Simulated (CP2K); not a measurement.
Au:

```
CELL_PARAMETERS angstrom
2.87047 0.00000 0.00000
-0.95682 2.70631 0.00000
-0.95682 -1.35315 2.34373
ATOMIC_POSITIONS crystal
Au 0.00000 0.00000 0.00000
```

This isn't the form of Au at room conditions, which is fcc.

| Property | Result |
| --- | --- |
| Program | CP2K 2026.2 |
| Task | single point |
| Functional | PBE |
| Potentials or basis | POTENTIAL_UZH Au GTH-PBE-q11; TZVP-MOLOPT-PBE-GTH basis |
| Density cutoff | 6803 eV |
| k mesh | 11 × 11 × 11 |
| Occupations | fermi-dirac, width 0.05 eV |
| Spin | no spin polarisation |

On this cell: pressure 3.0 GPa; band gap on the k mesh none (metal or under the smearing width).

The same run follows on a disturbed copy (cell strained at random at fixed volume):

```
Au
1.0
     2.85407    0.00000    0.00000
    -0.91161    2.65713    0.00000
    -1.03758   -1.39133    2.40083
Au
1
Direct
  0.99012 0.98291 0.97870
```

Problem. What changes?

Solution. The energy (extrapolated to zero smearing) moves by +8.4 meV/atom; pressure 3.5 GPa; band gap on the k mesh none (metal or under the smearing width).

Stress tensor (GPa, compression positive):
```
 3.76 -2.20  0.83
-2.20  5.29  1.76
 0.83  1.76  1.31
```

Caveats: the basis of atomic orbitals isn't converged, which shifts pressures, moduli and gaps.
